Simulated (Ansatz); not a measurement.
# Cd (R-3m) in Ansatz: convergence with wavefunction cutoff

Aim: find how far wavefunction cutoff must go before the results for Cd settle, at r2SCAN. This setting moves, with any that are tied to it; all else stays.

All numbers are computed with Ansatz 0.2.0; they aren't measurements. Logs are shortened: lines on timing, memory, paths and dates and some standing lists are left out, and cuts for length are marked.

## Step 1: Starting point

The structure is trigonal, space group R-3m (No. 166). Conventional cell: a = 3.216 Å, b = 3.216 Å, c = 7.348 Å, α = 90.00°, β = 90.00°, γ = 120.00°. Around Cd (site symmetry -3m) lie 12 Cd at 3.07 to 3.22 Å.

This isn't the form of Cd at room conditions, which is hcp.

## Step 2: With wavefunction cutoff 400 eV

Contents of input.yaml:

```yaml
crystal:
  lattice:
    - [1.6080291515, 0.9283960635, 2.44928741]
    - [-1.6080291515, 0.9283960635, 2.44928741]
    - [0.0, -1.856792127, 2.44928741]
  atoms:
    - { symbol: Cd, position: [0.0, 0.0, 0.0] }
hamiltonian:
  xc: r2scan
  pseudopotentials: { kind: nc, accuracy: standard }
kpoints:
  mp_grid: { grid: [9, 9, 9] }
scf:
  occupations: { method: cold, width: 0.1 }
output:
  forces: true
  stress: true
  eigenvalues: true
basis:
  ecutwfc: "400 eV"
```

Potentials or basis: PseudoDojo standard (PBE files).

Started as:

```bash
$ ansatz run input.yaml --threads 2 --pin off --max-ram 5632MiB --backend cpu --events-out ev --progress --plain --runs-dir out
```

The program printed:

```text
Warning: basis.ecutwfc = 400 eV is below the records' recommended 1387.780699 eV, and the density's cutoff is lower with it unless basis.ecutrho_ratio is high enough to keep the records' density cutoff: compare with a run at a higher cutoff
Warning: hamiltonian.xc reads the kinetic-energy density τ on the library's norm-conserving files, and those of Cd were made for PBE. This build holds files of Cd that were made for r²SCAN, which a deck under this functional can read where it names no table (hamiltonian.pseudopotentials.accuracy or source), types no xc_functional and has no exact exchange, max_exx_coeff or level of output.embedding that keeps them out. To compare such runs, type hamiltonian.pseudopotentials: {kind: paw, frozen_core: stored} on both or, where PAW refuses one, {kind: nc, accuracy: standard}
Warning: RAYON_NUM_THREADS=2 ignored (pool sized by the plan → 2); use --threads N
Engine: ansatz 0.2.0, x86_64-unknown-linux-gnu
Pseudopotentials: kind: nc
Pseudopotential: Cd, nc, valence charge 20, recommended cutoff 1387.780699 eV (normal), Cd.nc.azcp (PseudoDojo's, or run here from an input of PseudoDojo's; its table is named by hamiltonian.pseudopotentials.accuracy)
Functional definition: r2SCAN
  parameter k0 = 0.174
  parameter k1 = 0.065
  parameter a1 = 4.9479
  exchange = r2scan_x(k0 = k0, k1 = k1, a1 = a1)
  correlation = r2scan_c
Crystal: 1 atoms, lattice volume = 21.939 Å³
Basis set: ecut = 400 eV, 379 PW (Γ), exchange–correlation on 96×96×96 points (64 copies of the dense FFT grid, shifted against one another)
Bands: 14, of which v1, the nominal top of the filled ones, is band 10 counted from 1 (9 counted from 0)
Symmetry: 12 space group operations
Space group: R-3m (ITA 166), of the structure as read, at distance tolerance 2.8e-5 Å
k-points: 85 of 729
Non-local potential: Cd, projectors of the file, l = 0: 2, l = 1: 2, l = 2: 2
Initial density: superposition of atomic densities (chi_scale 0.1, normalization cell)
Initial wavefunctions: pseudopotential atomic-orbital guess
Functional: x = r2scan, c = r2scan; τ floored in thin density (d = 2e-4 eV/Å³)
SCF iter   1: F=—  HF=-4737.378589 eV  |F-HF|=—  |Δ(HF+E_count)|=         —  Δρ=5.33e-1  dr2=2.54e1  dr2_τ=1.86e2  ethr=3.10e-3  ⟨swp⟩=6.3  Hψ=7822  notcnv=0
preconditioner: auto → none  [insulator: Δε(μ)=0.127 eV  Ē_g=13.845 eV  σ=0.100 eV  W_gap=0.79  n_scr=8 (ndim 8)  ℏωp=27.5 eV  f_vac=0.001  D(μ)=0.43/eV (n_scr^D=0)  ε∞_Penn≈4.9]
SCF iter   2: F=—  HF=-4727.431712 eV  |F-HF|=—  |Δ(HF+E_count)|=    9.95e0  S|Δr|=    0.00e0  Δρ=1.96e-1  dr2=1.62e0  dr2_τ=1.29e1  ethr=3.10e-3  ⟨swp⟩=4.0  Hψ=4470  notcnv=0
SCF iter   3: F=—  HF=-4727.170157 eV  |F-HF|=—  |Δ(HF+E_count)|=   2.62e-1  S|Δr|=    0.00e0  Δρ=1.01e-1  dr2=2.83e-1  dr2_τ=1.59e0  ethr=3.10e-3  ⟨swp⟩=2.7  Hψ=2592  notcnv=0
SCF iter   4: F=—  HF=-4727.318105 eV  |F-HF|=—  |Δ(HF+E_count)|=   1.48e-1  S|Δr|=    0.00e0  Δρ=4.42e-3  dr2=4.04e-3  dr2_τ=3.46e-3  ethr=1.41e-3  ⟨swp⟩=3.0  Hψ=3052  notcnv=0
SCF iter   5: F=—  HF=-4727.319045 eV  |F-HF|=—  |Δ(HF+E_count)|=   9.40e-4  S|Δr|=    0.00e0  Δρ=2.51e-3  dr2=1.37e-3  dr2_τ=9.83e-4  ethr=2.02e-5  ⟨swp⟩=2.0  Hψ=1711  notcnv=0
SCF iter   6: F=—  HF=-4727.318555 eV  |F-HF|=—  |Δ(HF+E_count)|=   4.90e-4  S|Δr|=    0.00e0  Δρ=9.04e-4  dr2=1.78e-4  dr2_τ=1.41e-5  ethr=6.87e-6  ⟨swp⟩=2.4  Hψ=2031  notcnv=0
SCF iter   7: F=—  HF=-4727.318492 eV  |F-HF|=—  |Δ(HF+E_count)|=   6.28e-5  S|Δr|=    0.00e0  Δρ=1.90e-4  dr2=8.01e-6  dr2_τ=8.87e-7  ethr=8.92e-7  ⟨swp⟩=2.0  Hψ=1636  notcnv=0
SCF iter   8: F=—  HF=-4727.318488 eV  |F-HF|=—  |Δ(HF+E_count)|=   4.39e-6  S|Δr|=    0.00e0  Δρ=2.11e-5  dr2=9.27e-8  dr2_τ=1.60e-8  ethr=5.00e-10  ⟨swp⟩=6.2  Hψ=7864  notcnv=0
SCF iter   9: F=-4727.318488 eV  HF=-4727.318488 eV  |F-HF|=5.37e-11  |Δ(HF+E_count)|=   3.22e-8  S|Δr|=    0.00e0  Δρ=8.19e-7  dr2=1.52e-10  dr2_τ=1.94e-11  ethr=4.63e-10  ⟨swp⟩=3.0  Hψ=4815  notcnv=0
SCF 1 converged in 9 iterations: F = -4727.318488 eV  dr2 = 1.52e-10
SCF converged after 9 iterations
Stability not checked: this state was not tested for a lower state beside it, because cold or Methfessel-Paxton smearing, or corrected tetrahedra, fill the levels in a way that the test cannot read (fill_not_monotonic; see scf.lower_state_search)
Free energy (F): -4727.318488 eV
Harris-Foulkes:  -4727.318488 eV  (|F-HF|=5.37e-11)
Internal energy: -4727.317898 eV  (E = F + TS)
E sigma→0 (E₀):  -4727.318291 eV
Entropy (-TS):   -0.000589 eV (-0.589 meV/atom)
Fermi energy:    15.188461 eV
--- Per-component energies (eV) ---
  E_band       = -463.344078
  E_kinetic    = 1553.445133
  E_local      = -3974.105558  (includes V_loc(G=0)·N_el)
  E_nonlocal   = 135.543154
  E_hartree    = 1205.222908
  E_xc         = -677.921700
  E_vxc        = -632.365170  (∫ρ·V_xc dr)
  E_vtau       = 43.693335  (kinetic-family band-sum trace: ∫τ·v_τ [+ j·A + Jᵃ·Aᵃ] dr)
  E_ewald      = -2969.501836
  E_smearing   = -0.000589  (= −TS)
  E_closure    = -0.000000  (closes the sum)
  Σ components = -4727.318488   (vs F -4727.318488, Δ=0.00e0)
--- Forces (eV/Å), atoms counted from 1 ---
  atom   1  Cd     0.00000000    -0.00000000    -0.00000000
  max |Σ_I F_I| component: 8.22e-33 eV/Å
--- Stress (GPa, compression-positive) ---
      -17.355745      -0.000000      -0.000000
       -0.000000     -17.355745       0.000000
       -0.000000       0.000000     -16.067653
  P = ⅓ Tr σ = -16.9264 GPa (-169.264 kbar)
--- Band table (eV; the first three rows and the last of 85) ---
  k-point 0: bands = ["-89.1612", "-60.2858", "-60.2858", "-60.2122", "5.9366", "5.9366", "6.1019", "6.2022", "6.2022", "6.8309", "28.2318", "28.6593", "28.6593", "31.5865"]
  k-point 1: bands = ["-89.8928", "-60.3998", "-60.3288", "-60.3288", "5.4867", "5.6721", "5.7389", "5.8828", "5.9323", "7.0392", "26.0311", "28.4279", "28.5004", "31.1854"]
  k-point 2: bands = ["-89.6667", "-60.3880", "-60.3110", "-60.3078", "5.1871", "5.7507", "5.9302", "6.0557", "6.3593", "7.9929", "22.1194", "28.0432", "28.3467", "30.3895"]
  k-point 84: bands = ["-90.5501", "-60.5550", "-60.3874", "-60.3511", "4.5275", "5.4467", "5.5886", "5.9420", "5.9658", "12.8790", "15.9715", "23.8821", "25.2406", "27.1853"]
```

Run time: 4.4 s. Hardware: 2 threads of AMD EPYC (Zen 3), shared host; peak memory 0.3 GiB.

What came out:

```yaml
Free_energy: -4727.3185 eV
Pressure: -16.9 GPa
Band_gap_on_the_k_mesh: none (metal or under the smearing width)
```

## Step 3: With wavefunction cutoff 500 eV

Changes to input.yaml since step 2:

```diff
@@ -19,2 +19,2 @@
 basis:
-  ecutwfc: "400 eV"
+  ecutwfc: "500 eV"
```

Potentials or basis: PseudoDojo standard (PBE files).

Started as:

```bash
$ ansatz run input.yaml --threads 2 --pin off --max-ram 5632MiB --backend cpu --events-out ev --progress --plain --runs-dir out
```

Wall time 4.2 s (2 threads of AMD EPYC (Zen 3), shared host); peak memory 0.31 GiB.

Results:

- Free energy: -4770.1879 eV
- Pressure: -3.1 GPa
- Band gap on the k mesh: none (metal or under the smearing width)

## Step 4: With wavefunction cutoff 600 eV

Changes to input.yaml since step 3:

```diff
@@ -19,2 +19,2 @@
 basis:
-  ecutwfc: "500 eV"
+  ecutwfc: "600 eV"
```

Started as:

```bash
$ ansatz run input.yaml --threads 2 --pin off --max-ram 5632MiB --backend cpu --events-out ev --progress --plain --runs-dir out
```

It took 5.3 s on 2 threads of AMD EPYC (Zen 3), shared host; peak memory 0.33 GiB.

What came out:

| Property | Result |
| --- | --- |
| Free energy | -4790.8018 eV |
| Pressure | -3.2 GPa |
| Band gap on the k mesh | none (metal or under the smearing width) |

## Step 5: With wavefunction cutoff 700 eV

Changes to input.yaml since step 4:

```diff
@@ -19,2 +19,2 @@
 basis:
-  ecutwfc: "600 eV"
+  ecutwfc: "700 eV"
```

Started as:

```bash
$ ansatz run input.yaml --threads 2 --pin off --max-ram 5632MiB --backend cpu --events-out ev --progress --plain --runs-dir out
```

Wall time 5.8 s (2 threads of AMD EPYC (Zen 3), shared host); peak memory 0.35 GiB.

Results:

```
Free energy            : -4800.7490 eV
Pressure               : -0.8 GPa
Band gap on the k mesh : none (metal or under the smearing width)
```

## Step 6: With wavefunction cutoff 850 eV

Changes to input.yaml since step 5:

```diff
@@ -19,2 +19,2 @@
 basis:
-  ecutwfc: "700 eV"
+  ecutwfc: "850 eV"
```

Potentials or basis: PseudoDojo standard (PBE files).

Started as:

```bash
$ ansatz run input.yaml --threads 2 --pin off --max-ram 5632MiB --backend cpu --events-out ev --progress --plain --runs-dir out
```

Wall time 6.9 s (2 threads of AMD EPYC (Zen 3), shared host); peak memory 0.39 GiB.

The run converged. Its results:

| Item | Value |
| --- | --- |
| Free energy | -4806.5894 eV |
| Pressure | -0.7 GPa |
| Band gap on the k mesh | none (metal or under the smearing width) |

## Step 7: With wavefunction cutoff 1000 eV

Changes to input.yaml since step 6:

```diff
@@ -19,2 +19,2 @@
 basis:
-  ecutwfc: "850 eV"
+  ecutwfc: "1000 eV"
```

Started as:

```bash
$ ansatz run input.yaml --threads 2 --pin off --max-ram 5632MiB --backend cpu --events-out ev --progress --plain --runs-dir out
```

It took 9.2 s on 2 threads of AMD EPYC (Zen 3), shared host; peak memory 0.43 GiB.

It converged, with:

```yaml
Free_energy: -4808.2176 eV
Pressure: -0.5 GPa
Band_gap_on_the_k_mesh: none (metal or under the smearing width)
```

## Step 8: With wavefunction cutoff 1200 eV

Changes to input.yaml since step 7:

```diff
@@ -19,2 +19,2 @@
 basis:
-  ecutwfc: "1000 eV"
+  ecutwfc: "1200 eV"
```

Started as:

```bash
$ ansatz run input.yaml --threads 2 --pin off --max-ram 5632MiB --backend cpu --events-out ev --progress --plain --runs-dir out
```

Wall time 12 s (2 threads of AMD EPYC (Zen 3), shared host); peak memory 0.5 GiB.

Results (log left out):

* Free energy: -4808.6221 eV
* Pressure: -0.4 GPa
* Band gap on the k mesh: none (metal or under the smearing width)

## Step 9: With wavefunction cutoff 1400 eV

Changes to input.yaml since step 8:

```diff
@@ -19,2 +19,2 @@
 basis:
-  ecutwfc: "1200 eV"
+  ecutwfc: "1400 eV"
```

Potentials or basis: PseudoDojo standard (PBE files).

Started as:

```bash
$ ansatz run input.yaml --threads 2 --pin off --max-ram 5632MiB --backend cpu --events-out ev --progress --plain --runs-dir out
```

It took 13 s on 2 threads of AMD EPYC (Zen 3), shared host; peak memory 0.58 GiB.

Results (log left out):

```yaml
Free_energy: -4808.6532 eV
Pressure: -0.4 GPa
Band_gap_on_the_k_mesh: none (metal or under the smearing width)
```

## Step 10: With wavefunction cutoff 1700 eV

Changes to input.yaml since step 9:

```diff
@@ -19,2 +19,2 @@
 basis:
-  ecutwfc: "1400 eV"
+  ecutwfc: "1700 eV"
```

Started as:

```bash
$ ansatz run input.yaml --threads 2 --pin off --max-ram 5632MiB --backend cpu --events-out ev --progress --plain --runs-dir out
```

Wall time 16 s (2 threads of AMD EPYC (Zen 3), shared host); peak memory 0.72 GiB.

It converged, with:

```yaml
Free_energy: -4808.6542 eV
Pressure: -0.4 GPa
Band_gap_on_the_k_mesh: none (metal or under the smearing width)
```

## Step 11: The series at a glance

| wavefunction cutoff | energy less the tightest run, at zero smearing (meV/atom) | pressure (GPa) | SCF cycles | CPU time (s) | peak memory (GiB) |
| --- | --- | --- | --- | --- | --- |
| 400 eV | 81335.93 | -16.93 | 9 | 7.5 | 0.3 |
| 500 eV | 38466.44 | -3.14 | 9 | 7.3 | 0.31 |
| 600 eV | 17852.60 | -3.23 | 7 | 9.4 | 0.33 |
| 700 eV | 7905.40 | -0.75 | 7 | 11 | 0.35 |
| 850 eV | 2064.81 | -0.70 | 6 | 13 | 0.39 |
| 1000 eV | 436.64 | -0.45 | 6 | 17 | 0.43 |
| 1200 eV | 32.10 | -0.38 | 6 | 21 | 0.5 |
| 1400 eV | 1.04 | -0.40 | 6 | 25 | 0.58 |
| 1700 eV | 0.00 | -0.39 | 6 | 31 | 0.72 |

Against the tightest run, the pressure stays within 0.1 GPa from 1000 eV on. Not settled before the last step: the energy (to 1 meV/atom). The tightest run that finished is the yardstick and may itself not be fully converged.

Caveats: the meta-GGA runs on potentials made for a GGA; the potentials were made for another functional, which shifts forces and pressure.
